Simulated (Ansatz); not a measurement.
Se in Ansatz: convergence with ecutrho ratio

Crystal: Se.

```
Se
1.0
     4.36620    0.00000    0.00000
    -2.18310    3.78124    0.00000
     0.00000    0.00000    4.95360
Se
3
Direct
  0.77460 0.77460 0.00000
  0.00000 0.22540 0.66667
  0.22540 0.00000 0.33333
```

```yaml
Program: Ansatz 0.2.0
Task: convergence study
Functional: r2SCAN
Potentials_or_basis: Ansatz PAW
Cutoff: 500 eV
Density_cutoff: 2000 eV
k_mesh: 6 × 6 × 5
Occupations: fermi-dirac, width 0.05 eV
Spin: no spin polarisation
```

These are the settings of the first run; the series varies ecutrho ratio, with any setting tied to it.

Hardware: 2 threads of Intel(R) Xeon(R) Processor @ 2.50GHz (Skylake/Cascade Lake), on a shared host.

```csv
ecutrho ratio,"energy less the tightest run, at zero smearing (meV/atom)",SCF cycles,CPU time (s),peak memory (GiB)
4,0.00,6,19,0.5
5,0.00,6,19,0.57
6,0.00,6,17,0.64
8,0.00,6,20,0.89
10,0.00,6,20,1.1
12,0.00,6,36,1.4
```

Against the tightest run, the energy stays within 1 meV/atom from 4 on. The tightest run that finished is the yardstick and may itself not be fully converged.
